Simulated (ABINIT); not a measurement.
Runs of ABINIT 10.8.3 (patched build) on ZrC. The structure is cubic, space group Fm-3m (No. 225). The conventional cell has a = 4.730 Å, b = 4.730 Å, c = 4.730 Å, α = 90.00°, β = 90.00°, γ = 90.00°. Around Zr (site symmetry m-3m) lie 6 C at 2.37 Å. C (site symmetry m-3m) is surrounded by 6 Zr at 2.37 Å. 

| task | level | potentials or basis | k mesh | cutoff (eV) | fine-grid cutoff | mesh quality | gap on the mesh (eV) | pressure (GPa) | V0 of scaled cells (Å³/atom) | B0 (GPa) |
| --- | --- | --- | --- | --- | --- | --- | --- | --- | --- | --- |
| equation of state | PBEsol | JTH PAW PBE v2.0 | 10 × 10 × 10 | 517 | 1034.03 eV | not flagged | - | - | 12.73 | (c) |
| equation of state | BLYP+D2 | JTH PAW PBE v2.0 | 10 × 10 × 10 | 517 | 1034.03 eV | not flagged | - | - | 13.25 | 248 |
| band structure | LDA-PZ | JTH PAW LDA v2.0 | 10 × 10 × 10 | 544 | 1088.46 eV | not flagged | none | -12.5 | - | - |
| single point | PBEsol | JTH PAW PBE v2.0 | 4 × 4 × 4 | 517 | 1034.03 eV | coarse | none | -9.4 | - | - |
| band structure | r2SCAN | JTH PAW PBE v2.0 | 10 × 10 × 10 | 626 | 1224.51 eV | not flagged | none | (a) | - | - |
| equation of state | BP86 | JTH PAW PBE v2.0 | 10 × 10 × 10 | 517 | 1034.03 eV | not flagged | - | - | 13.11 | 219 |
| single point | LDA | JTH PAW LDA v2.0 | 8 × 8 × 8 | 544 | 1088.46 eV | not flagged | none | -12.7 | - | - |
| band structure | RPBE | JTH PAW PBE v2.0 | 10 × 10 × 10 | 517 | 1034.03 eV | not flagged | none | (b) | - | - |

Alike in all rows: no spin polarisation; cell as given; smearing fermi-dirac 0.05 eV.

Problem. Estimate the missing entries.

Solution. (a) -1.3; (b) 0.1; (c) 235.

Caveats: some runs use coarse meshes; the PAW data sets were made with another functional, which shifts forces and pressure a little (some runs); pressures at fixed basis lie under the slope of the energies (some runs).

A k mesh can miss the band edges, and the runs leave out spin-orbit coupling on Zr.

A gap of «none» marks a metal or a gap under the smearing width.

Runs at the PBE level aren't shown here.
